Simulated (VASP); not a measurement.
HgTe:

```
Hg Te
1.0
     4.81951    0.00000    0.00000
    -2.40976    4.17382    0.00000
     0.00000    0.00000    7.19621
Hg Te
2 2
Cartesian
  0.0000 2.7825 1.7991
  2.4098 1.3913 5.3972
  2.4098 1.3913 1.7991
  0.0000 2.7825 5.3972
```

The cell was built by a generator and needn't be a form met in nature.

Base run:

```yaml
Program: VASP 6.6.1
Functional: PBE
Potentials_or_basis: VASP PAW PBE potentials, release 64 (Hg, Te)
Cutoff: 520 eV
k_mesh: 6 × 6 × 4
Occupations: fermi-dirac, width 0.02 eV
Spin: no spin polarisation
```

Its results: band gap on the k mesh none (metal or under the smearing width); pressure 1.3 GPa.

Q: The run is repeated on the same cell with these changes: functional from PBE to r2SCAN. What comes out?

A: Band gap on the k mesh none (metal or under the smearing width); pressure 0.1 GPa.

Caveats: this functional lacks dispersion, which binds the layers, so the pressure and a relaxed spacing across them are unreliable (some runs); the PAW data sets were made with another functional, which shifts forces and pressure a little (some runs).
